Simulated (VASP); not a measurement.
**Cu: relaxation of cell and atoms with PBEsol**

Crystal: Cu.

```xyz
1
Lattice="0.0000 1.7849 1.7849 1.7849 0.0000 1.7849 1.7849 1.7849 0.0000" Properties=species:S:1:pos:R:3 pbc="T T T"
Cu    0.0000    0.0000    0.0000
```

| Quantity | Value |
| --- | --- |
| Program | VASP 6.6.1 |
| Task | relaxation of cell and atoms |
| Functional | PBEsol |
| Potentials or basis | VASP PAW PBE potentials, release 64 (Cu) |
| Cutoff | 600 eV |
| k mesh | 18 × 18 × 18 |
| Occupations | methfessel-paxton, width 0.1 eV |
| Spin | no spin polarisation |
| Further INCAR settings | ALGO = Normal; EDIFF = 1e-07; IBRION = 2; EDIFFG = -0.005; NSW = 90; ISIF = 3 |

```
Pressure after relaxing : 0.0 GPa
Band gap on the k mesh  : none (metal or under the smearing width)
```

Final structure:
```yaml
crystal:
  lattice:
    - [0.00000, 1.78486, 1.78486]
    - [1.78486, 0.00000, 1.78486]
    - [1.78486, 1.78486, 0.00000]
  atoms:
    - { symbol: Cu, position: [0.00000, 0.00000, 0.00000] }
```

Levels at points of the mesh, in eV from the Fermi level:
```csv
k point,band 3,band 4,band 5,band 6,band 7,band 8,band 9
"(0.00, 0.00, 0.00)",-3.10,-3.10,-2.21,-2.21,22.93,25.84,25.84
"(0.50, 0.00, 0.00)",-3.13,-1.61,-1.61,-1.11,3.98,21.40,22.65
"(0.50, 0.50, 0.00)",-1.63,-1.46,-1.46,1.47,7.41,13.37,13.37
```

Wall time 12 s on 1 thread of Intel(R) Xeon(R) Platinum 8488C (Sapphire Rapids), on a shared host, peak memory 0.14 GiB.

Caveat: the relaxation stopped at its first step, so nothing moved; the PAW data sets were made with another functional, which shifts forces and pressure a little.
